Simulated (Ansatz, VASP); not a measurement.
# BN: VASP beside Ansatz

INCAR

```
ALGO = Normal ; EDIFF = 1E-7
ENCUT = 520 ; GGA = CA
ISIF = 2 ; ISMEAR = 0
LASPH = T ; LCHARG = F
LREAL = F ; LWAVE = F
NBANDS = 16 ; NELM = 100
PREC = Accurate ; SIGMA = 0.1
```

KPOINTS

```
k-points
0
Gamma
  9 9 4
```

The input POSCAR:

```
BN
1.0
    2.4982400000      0.0000000000      0.0000000000
   -1.2491200000      2.1635393048      0.0000000000
    0.0000000000      0.0000000000      6.6357000000
B N
2 2
Direct
    0.3333333333      0.6666666667      0.2500000000
    0.6666666667      0.3333333333      0.7500000000
    0.3333333333      0.6666666667      0.7500000000
    0.6666666667      0.3333333333      0.2500000000
```

Input for Ansatz:

```yaml
crystal:
  lattice:
    - [2.49824, 0.0, 0.0]
    - [-1.24912, 2.1635393048, 0.0]
    - [0.0, 0.0, 6.6357]
  atoms:
    - { symbol: B, position: [0.3333333333, 0.6666666667, 0.25] }
    - { symbol: B, position: [0.6666666667, 0.3333333333, 0.75] }
    - { symbol: "N", position: [0.3333333333, 0.6666666667, 0.75] }
    - { symbol: "N", position: [0.6666666667, 0.3333333333, 0.25] }
basis:
  ecutwfc: 420
kpoints:
  mp_grid: { grid: [9, 9, 4] }
hamiltonian:
  xc: lda
scf:
  occupations: { method: gaussian, width: 0.1 }
output:
  forces: true
  stress: true
  eigenvalues: true
```

Alike in both runs: task single point; functional LDA; k mesh 9 × 9 × 4; occupations gaussian, width 0.1 eV; no spin polarisation.

```csv
,VASP,Ansatz
version,VASP 6.6.1,Ansatz 0.2.0
potentials or method,"VASP PAW LDA potentials, release 64 (B, N)","scalar-relativistic, plane waves, PAW"
plane-wave cutoff (eV),520,420
valence electrons in the cell,16,16
```

```csv
,VASP,Ansatz,Ansatz less VASP
gap on the k mesh at the Fermi level (eV),4.21,4.23,+0.016
least direct gap on the mesh (eV),4.51,4.52,+0.011
pressure (GPa),-2.5,-2.9,-0.44
largest component of the traceless stress (GPa),1.79,2.39,+0.601
```

Caveats: an odd mesh through Γ misses points on the zone boundary, where band edges often lie.
